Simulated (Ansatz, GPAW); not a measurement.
## Elastic constants of CdS and what follows from them

The cell as given, ahead of any relaxation:

Symmetry: F-43m, No. 216, cubic system. The conventional cell has a = 5.833 Å, b = 5.833 Å, c = 5.833 Å, α = 90.00°, β = 90.00°, γ = 90.00°. Cd (site symmetry -43m) is surrounded by 4 S at 2.53 Å. S (site symmetry -43m) has 4 Cd at 2.53 Å as nearest neighbours.

Constants in GPa on the cubic axes, for the cell as given (24.81 Å³ an atom), with the atoms relaxed in the strained cells where symmetry lets them move; no spin polarisation, no spin-orbit coupling. Meshes are those of the run's cell of 2 atoms. Ansatz's plane-wave pressures hold its Pulay term. Occupations: fixed (run 1). Space group F-43m.

| run | level | program and potentials | k mesh | cell | C11 | C12 | C44 |
| --- | --- | --- | --- | --- | --- | --- | --- |
| 1 | PBEsol | Ansatz, Ansatz PAW (made for PBE), 420 eV | 6 × 6 × 6 | as given, -0.26 GPa | 73.5 | 53.7 | 26.5 |

**Question.** Work out the bulk, shear and Young's moduli of a random polycrystal, Poisson's ratio and the anisotropy, and test the cell's stability.

**Answer.** From the values as printed: B = (C11 + 2 C12)/3 = 60.3 GPa. Voigt: G_V = (C11 - C12 + 3 C44)/5 = 19.9; Reuss: G_R = 5 C44 (C11 - C12)/[4 C44 + 3 (C11 - C12)] = 15.9; Hill's mean, from the unrounded bounds, G = 17.9 GPa. Young's modulus E = 9BG/(3B + G) = 48.9 GPa, Poisson's ratio ν = (3B - 2G)/[2(3B + G)] = 0.365. Zener's ratio 2 C44/(C11 - C12) = 2.68, so the crystal is stiffest along ⟨111⟩ and softest along ⟨100⟩. C11 > |C12|, C11 + 2 C12 > 0 and C44 > 0 hold, so the cell is stable against small uniform strains, which says nothing of soft phonons. Under pressure the constants are those of stress over strain at that pressure. An equation of state at this level (GPAW, PAW data sets generated for this functional; mesh 6 × 6 × 6) gives B0 = 62.1 GPa at its minimum of 24.64 Å³ an atom, against 24.81 here.

Zinc-blende CdS resists compression much better than shear, with a bulk modulus of 60.3 GPa against a Hill shear modulus of 17.9 GPa. Uniform compression shortens every Cd–S bond, whereas a tetragonal shear along the cube axes leaves the bond lengths unchanged to first order and only bends the tetrahedral angles. The small C11 - C12 therefore points to weak bond-bending forces, as expected for a strongly polar bond whose directional covalent part is reduced. The shear governed by C44 also stretches bonds, though displacement of the Cd sublattice against the S sublattice relieves part of that strain. This accounts for the sense of the anisotropy and contributes to C44 lying well below C12, far from the Cauchy relation.

The bulk modulus lies slightly below the equation-of-state value, which fits the slightly larger volume, though the different potentials may also contribute. Elastic stability here doesn't make zinc blende the ground state: CdS normally favours wurtzite, and the two polytypes' energies aren't compared.
